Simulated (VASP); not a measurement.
Here is the system:

```
AlLaO3
1.0
    3.70618     0.00000     0.00000
    0.00000     3.70618     0.00000
    0.00000     0.00000     3.70618
La Al O
1 1 3
Direct
  0.00000   0.00000   0.00000
  0.50000   0.50000   0.50000
  0.50000   0.00000   0.50000
  0.00000   0.50000   0.50000
  0.50000   0.50000   0.00000
```

Computed with r2SCAN meta-GGA, VASP's PBE PAW potentials (set 64) (plane waves; VASP). Run with 520 eV cut-off, 6×6×6 Γ-centred mesh, Gaussian smearing of 0.050 eV, potentials La Al O.

Task: The job: LaAlO₃ (cubic perovskite), 5 atoms, r2SCAN, static run, 520 eV, 6×6×6 Γ-centred mesh. Roughly how much core time does it take on a busy server core?

Result: About 60 core-seconds (one run on a shared machine, a rough figure). It had 20 irreducible k-points, 20 bands, up to 1406 plane waves and 21 electronic steps.

The compound is LaAlO3 in the cubic perovskite structure, the ideal cubic form; the compound distorts at low or room temperature. This cell is one point of a volume scan, at 0.94 of the reference volume.
